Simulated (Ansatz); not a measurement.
# HfN: the cost of one run

Program: Ansatz 0.2.0. Level of theory: DFT PBE, scalar-relativistic, plane waves, PAW. These are calculated values, not measurements.

2 further runs of the same task are left out: 2 set aside as unsound or not needed.

## 1. The structure to begin with

The structure is cubic, space group Fm-3m (No. 225). The conventional cell has a = 4.548 Å, b = 4.548 Å, c = 4.548 Å, α = 90.00°, β = 90.00°, γ = 90.00°. Hf (site symmetry m-3m) is surrounded by 6 N at 2.27 Å. Around N (site symmetry m-3m) lie 6 Hf at 2.27 Å.

Coordinates:

```cif
data_structure
_symmetry_space_group_name_H-M 'P 1'
_symmetry_Int_Tables_number 1
_cell_length_a 3.2158
_cell_length_b 3.2158
_cell_length_c 3.2158
_cell_angle_alpha 60.000
_cell_angle_beta 60.000
_cell_angle_gamma 60.000
_cell_volume 23.51
loop_
_atom_site_label
_atom_site_type_symbol
_atom_site_fract_x
_atom_site_fract_y
_atom_site_fract_z
_atom_site_occupancy
Hf1 Hf 0.00000 0.00000 0.00000 1
N1 N 0.50000 0.50000 0.50000 1
```

It is the result of an earlier relaxation at this level (volume 11.76 Å³/atom; gap on the mesh: none (metal)).

## 2. Static run: bands, density of states and charges

The input, input.yaml:

```yaml
crystal:
  lattice:
    - [0.0, 2.2738954488, 2.2738954488]
    - [2.2738954488, 0.0, 2.2738954488]
    - [2.2738954488, 2.2738954488, 0.0]
  atoms:
    - { symbol: Hf, position: [0.0, 0.0, 0.0] }
    - { symbol: "N", position: [0.5, 0.5, 0.5] }
basis:
  ecutwfc: 420
kpoints:
  mp_grid: { grid: [16, 16, 16] }
  band_path:
    path:
      - [[0.0, 0.0, 0.0], [0.5, 0.0, 0.5], [0.625, 0.25, 0.625]]
      - [[0.375, 0.375, 0.75], [0.0, 0.0, 0.0], [0.5, 0.5, 0.5], [0.5, 0.25, 0.75], [0.5, 0.0, 0.5]]
    npoints: 14
hamiltonian:
  xc: pbe
scf:
  occupations: { method: gaussian, width: 0.1 }
  n_extra_bands: 6
output:
  forces: true
  stress: true
  eigenvalues: true
  populations: true
  dos: { projected: true, de: 0.02, nscf_kmesh: { grid: [24, 24, 24] } }
  bader: true
  write_density: true
  write_potential: true
  elf: true
  volumetric_format: npy
```

On the command line:

```
$ ansatz run input.yaml --threads 1 --pin off --max-ram 2560MiB --backend cpu --events-out ev --progress --plain --runs-dir out
```

**Question.** How long does this run take on 1 thread of Arm Neoverse V2, shared host, and how much memory does it need?

About 19 s, with a peak of 0.38 GiB.
